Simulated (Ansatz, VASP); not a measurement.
CO2 in VASP and in Ansatz

```
C O
1.0
     2.79557   -2.51334    0.00000
     2.79557    2.51334    0.00000
     0.00000    0.00000    6.74304
C O
2 4
Direct
  0.00000 0.00000 0.00000
  0.50000 0.50000 0.50000
  0.81328 0.18672 0.89662
  0.18672 0.81328 0.10338
  0.68672 0.31328 0.39662
  0.31328 0.68672 0.60338
```

Alike in both runs: task single point; functional PBE; dispersion D3(BJ); k mesh 6 × 6 × 4; occupations gaussian, width 0.01 eV; no spin polarisation.

|  | VASP | Ansatz |
| --- | --- | --- |
| version | VASP 6.6.1 | Ansatz 0.2.0 |
| potentials or method | VASP PAW PBE potentials, release 64 (C, O) | scalar-relativistic, plane waves, PAW |
| plane-wave cutoff (eV) | 520 | 420 |
| valence electrons in the cell | 32 | 32 |

Ansatz gave:

| Item | Value |
| --- | --- |
| gap on the k mesh at the Fermi level (eV) | 6.53 |
| least direct gap on the mesh (eV) | 6.93 |
| pressure (GPa) | 0.0 |
| largest component of the traceless stress (GPa) | 0.04 |
| rms of the force components (eV/Å) | 0.000 |

Estimate VASP's values.

gap on the k mesh at the Fermi level (eV): 6.51; least direct gap on the mesh (eV): 6.91; pressure (GPa): 1.4; largest component of the traceless stress (GPa): 1.59; rms of the force components (eV/Å): 0.298.

Atom by atom the forces differ by 0.298 eV/Å (rms over components).

Caveats: the standard files for N, O and F lose accuracy on very short bonds. A hybrid or GW would open this gap; PBE tends to underestimate it. A k mesh can miss the band edges.
